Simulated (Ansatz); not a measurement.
# CsI: do energies and stresses tell the same story?

The calculation used DFT PBE, scalar-relativistic, plane waves, PAW in Ansatz.

Settings: cutoff 420 eV, Γ-centred mesh 6×6×6 on the computed 2-atom cell, Gaussian smearing of 0.02 eV; no spin polarisation.

Relaxed cell: Pm-3m, a = 4.666 Å, b = 4.666 Å, c = 4.666 Å, α = 90.00°, β = 90.00°, γ = 90.00°, 2 atoms in the primitive cell.

Energies at zero smearing and pressures from the stress tensor, at volumes with shape and atoms relaxed:
```csv
V (Å³/atom),E − E(first) (meV/atom),P (GPa)
44.698,0.00,1.749
46.222,-13.88,1.186
47.746,-22.86,0.718
49.270,-27.78,0.328
50.794,-29.30,0.003
52.317,-28.00,-0.269
53.841,-24.34,-0.494
55.873,-16.46,-0.738
```

Problem. Check P = −dE/dV between neighbouring volumes, and get the bulk modulus from the pressures alone.

Solution. With 1 eV/Å³ = 160.2 GPa:
```tsv
middle V (Å³/atom)	−ΔE/ΔV (GPa)	mean P (GPa)
45.460	1.459	1.467
46.984	0.945	0.952
48.508	0.517	0.523
50.032	0.160	0.165
51.555	-0.137	-0.133
53.079	-0.385	-0.382
54.857	-0.621	-0.616
```

The two differ by 0.009 GPa at most. The mean of two end pressures misses the average over a step by about ΔV² P″/12, up to 0.009 GPa here; with that taken off 0.000 GPa remains. Around V = 50.794 Å³/atom, the two neighbours give B = −V ΔP/ΔV = 50.794 × 0.596 / 3.048 = 9.9 GPa, against B0 = 9.9 GPa from the Birch–Murnaghan fit of the energies.